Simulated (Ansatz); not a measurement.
**TiAl2: a fit and a missing row**

TiAl2, Cmmm, a = 3.901 Å, b = 12.053 Å, c = 3.972 Å. The structure is a COD entry; whether it is the stable form wasn't checked. Ansatz: PBEsol, PAW, 420 eV, Γ-centred 10×10×10 mesh on 6 atoms, Gaussian smearing 0.10 eV; no spin polarisation. Shape and atoms are relaxed at each volume; pressure is positive in compression.

```
V (Å³/atom) P (GPa)
     14.629     8.03
     15.096     3.71
     15.563     0.00
     16.030    -3.19
     16.497        ?
```

**Question.** Take V0 = 15.563 Å³/atom, fit the third-order Birch–Murnaghan form to the other rows, and predict the missing pressure.

**Answer.** With the Eulerian strain f = ½[(V0/V)^(2/3) − 1] and y = P/[3f(1 + 2f)^(5/2)], the form is the line y = B0 + 1.5 B0 (B0′ − 4) f. Rows (f, y): 0.02106, 114.6; 0.01026, 114.6; -0.00976, 114.5. Means f = 0.007187, y = 114.57; Σ(Δf)² = 0.0004891, ΣΔfΔy = 0.001695; the slope is their ratio. y = 114.5 + 3.465 f GPa, so B0 = 114.5 GPa and B0′ = 4 + 2 × (3.465)/(3 × 114.5) = 4.02. At V = 16.497, f = -0.01905, y = 114.43 and P = -5.93 GPa. The run gave -5.94 GPa, so the fit is 0.01 GPa too high, a small miss on the scale of the series. The form still works here, 33 % of the fitted range beyond its end.